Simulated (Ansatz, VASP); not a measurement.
# Two plane-wave programs on Sr

```
CELL_PARAMETERS angstrom
0.00000 2.98024 2.98024
2.98024 0.00000 2.98024
2.98024 2.98024 0.00000
ATOMIC_POSITIONS crystal
Sr 0.00000 0.00000 0.00000
```

Change from the starting cell: volume scaled by 0.94, PAW files.

Alike in both runs: task electric field gradients; functional LDA; k mesh 10 × 10 × 10; occupations fermi-dirac, width 0.08 eV; no spin polarisation.

|  | VASP | Ansatz |
| --- | --- | --- |
| version | VASP 6.6.1 | Ansatz 0.2.0 |
| potentials or method | VASP PAW LDA potentials, release 64 (Sr_sv) | PAW with Ansatz's default frozen-core files, scalar-relativistic |
| plane-wave cutoff (eV) | 520 | 420 |
| valence electrons in the cell | 10 | 10 |

```csv
,VASP,Ansatz,Ansatz less VASP
pressure (GPa),-1.0,-1.0,0.00
Vzz of the field gradient on the site that differs most (V/Å²),0.0,0.0,0.00
```

Ansatz warned: «gradients_without_spin_orbit».
